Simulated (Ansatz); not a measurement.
## Ge: strain energy, fitted

Ge, P6_3/mmc, a = 3.997 Å, c = 6.596 Å. This isn't the element's structure at ambient conditions. Ansatz: PBEsol, PAW, 420 eV, Γ-centred 18×18×8 mesh on 4 atoms, Gaussian smearing 0.10 eV; no spin polarisation. Series: strain along c alone, the other axes held, atoms relaxed; x is the strain in per cent. y is the free energy over the unstrained cell, V0 = 22.816 Å³/atom.

| x (%) | y (meV/atom) |
| --- | --- |
| -4.5 | ? |
| -3.0 | 10.82 |
| -1.5 | 2.62 |
| 0.0 | 0.00 |
| 1.5 | 2.51 |
| 3.0 | 9.67 |
| 4.5 | 21.03 |

Fit y = c2 x² + c3 x³ to the other rows, turn c2 into a modulus, and predict the missing energy.

Least squares on the rows shown. y = 1.1373 x² − 0.021833 x³. In eV per unit strain² c2 is 11.37; this is C33 with relaxed ions (E = ½ C33 V0 ε²): 2 × 11.37 × 160.2 / (22.816) = 160 GPa. At x = -4.5 the fit asked for gives 25.02 meV/atom. The run gave 24.94 meV/atom, so the fit is 0.08 meV/atom too high, a small miss on the scale of the series.